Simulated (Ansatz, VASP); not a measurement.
CdTe in VASP and in Ansatz

POSCAR

```
CdTe
1.0
    0.0000000000      3.2050000000      3.2050000000
    3.2050000000      0.0000000000      3.2050000000
    3.2050000000      3.2050000000      0.0000000000
Cd Te
1 1
Direct
    0.0000000000      0.0000000000      0.0000000000
    0.7500000000      0.7500000000      0.7500000000
```

INCAR.step1

```
PREC = Accurate
ENCUT = 520
ISMEAR = 0
SIGMA = 0.05
LREAL = False
LASPH = True
NELM = 60
NBANDS = 16
GGA = PE
ALGO = Normal
EDIFF = 1E-4
LWAVE = True
LCHARG = False
```

Contents of INCAR.step2:

```
PREC = Accurate
ENCUT = 520
EDIFF = 1E-6
ISMEAR = 0
SIGMA = 0.05
LREAL = False
LASPH = True
NELM = 60
ALGO = Normal
ISIF = 2
LWAVE = False
LCHARG = True
METAGGA = R2SCAN
LMIXTAU = True
LELF = True
LVHAR = True
NBANDS = 16
ISTART = 1
```

The input KPOINTS:

```
regular mesh
0
Gamma
  8 8 8
```

Input for Ansatz:

```yaml
crystal:
  lattice:
    - [0.0, 3.205, 3.205]
    - [3.205, 0.0, 3.205]
    - [3.205, 3.205, 0.0]
  atoms:
    - { symbol: Cd, position: [0.0, 0.0, 0.0] }
    - { symbol: Te, position: [0.75, 0.75, 0.75] }
basis:
  ecutwfc: 500
kpoints:
  mp_grid: { grid: [8, 8, 8] }
hamiltonian:
  xc: r2scan
scf:
  occupations: { method: gaussian, width: 0.05 }
output:
  forces: true
  stress: true
  eigenvalues: true
  write_density: true
  write_potential: true
  elf: true
  volumetric_format: npy
```

Alike in both runs: task single point; functional r2SCAN; k mesh 8 × 8 × 8; occupations gaussian, width 0.05 eV; no spin polarisation.

|  | VASP | Ansatz |
| --- | --- | --- |
| version | VASP 6.6.1 | Ansatz 0.2.0 |
| potentials or method | VASP PAW PBE potentials, release 64 (Cd, Te) | scalar-relativistic, plane waves, PAW |
| plane-wave cutoff (eV) | 520 | 500 |
| valence electrons in the cell | 18 | 36 |

Ansatz gave:

| Quantity | Value |
| --- | --- |
| gap on the k mesh at the Fermi level (eV) | 1.39 |
| least direct gap on the mesh (eV) | 1.39 |
| pressure (GPa) | 3.2 |

Problem. Estimate VASP's values.

Solution. gap on the k mesh at the Fermi level (eV): 1.38; least direct gap on the mesh (eV): 1.38; pressure (GPa): 3.4.

The functional is the same, so the differences come from potentials, cutoffs and numerics. The two sets of potentials don't hold the same shells in valence.

Caveats: the PAW data sets were made with another functional, which shifts forces and pressure a little (VASP); spin-orbit coupling is left out, which moves the levels of the heavy elements. r2SCAN opens gaps a little over a GGA but as a rule still falls short of measured ones.
